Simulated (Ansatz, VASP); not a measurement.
# One calculation of B2P, two programs

```
B P
1.0
     1.50788    0.87058    3.94850
    -1.50788    0.87058    3.94850
     0.00000   -1.74115    3.94850
B P
2 1
Direct
  0.42966 0.42966 0.42966
  0.57034 0.57034 0.57034
  0.00000 0.00000 0.00000
```

Alike in both runs: functional PBE; k mesh 6 × 6 × 6; occupations gaussian, width 0.1 eV; no spin polarisation.

Ansatz relaxed the structure, and its values are those at the end. VASP's run is a single point on that final structure, the one shown.

|  | VASP | Ansatz |
| --- | --- | --- |
| version | VASP 6.6.1 | Ansatz 0.2.0 |
| potentials or method | VASP PAW PBE potentials, release 64 (B, P) | scalar-relativistic, plane waves, PAW |
| plane-wave cutoff (eV) | 520 | 420 |
| valence electrons in the cell | 11 | 11 |

|  | VASP | Ansatz | Ansatz less VASP |
| --- | --- | --- | --- |
| gap on the k mesh at the Fermi level (eV) | none | none | - |
| pressure (GPa) | -0.2 | 0.0 | +0.20 |
| rms of the force components (eV/Å) | 0.006 | 0.000 | -0.0062 |

A gap of «none» marks a metal or a gap that the smearing closes.

Caveats: the k mesh is coarse (spacing up to 0.41 Å⁻¹), so the values aren't converged.
